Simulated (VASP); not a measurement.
A run of VASP 6.6.1:

File INCAR:

```
ALGO     = Normal         # electronic algorithm
EDIFF    = 1E-6           # SCF threshold, eV
ENCUT    = 520            # plane-wave cutoff, eV
GGA      = PE             # functional
ISIF     = 2              # what is computed and relaxed
ISMEAR   = 0              # smearing method
LASPH    = T              # aspherical terms in the spheres
LCHARG   = T              # write CHGCAR
LELF     = T              # ELF
LREAL    = F              # projectors in reciprocal space
LVHAR    = T            
LWAVE    = F              # write WAVECAR
NBANDS   = 66             # bands
NELM     = 60             # most SCF steps
PREC     = Accurate       # precision mode
SIGMA    = 0.011          # smearing width, eV
```

The input KPOINTS:

```
k-points
0
Gamma
  8 8 2
```

File POSCAR:

```
ZnS
1.0
    3.8120000000      0.0000000000      0.0000000000
   -1.9060000000      3.3012888392      0.0000000000
    0.0000000000      0.0000000000     18.6899900000
Zn S
6 6
Direct
    0.3333333333      0.6666666667      0.8333300000
    0.6666666667      0.3333333333      0.3333300000
    0.6666666667      0.3333333333      0.6666700000
    0.3333333333      0.6666666667      0.1666700000
    0.0000000000      0.0000000000      0.5000000000
    0.0000000000      0.0000000000      0.0000000000
    0.3333333333      0.6666666667      0.9583300000
    0.6666666667      0.3333333333      0.4583300000
    0.6666666667      0.3333333333      0.7916700000
    0.3333333333      0.6666666667      0.2916700000
    0.0000000000      0.0000000000      0.6250000000
    0.0000000000      0.0000000000      0.1250000000
```

Potentials or basis: VASP PAW PBE potentials, release 64 (Zn, S).

Command:

```console
$ cat potpaw_PBE.64/Zn/POTCAR potpaw_PBE.64/S/POTCAR > POTCAR
$ mpirun -np 1 vasp_std > vasp.out
```

Hardware: 1 thread of Intel(R) Xeon(R) Platinum 8488C (Sapphire Rapids) (shared host).

**Question.** Estimate the wall time of this run.

**Answer.** Wall time 5.5 min on 1 thread of Intel(R) Xeon(R) Platinum 8488C (Sapphire Rapids), on a shared host, peak memory 0.45 GiB. Counts: scf iterations 17, k points 20.
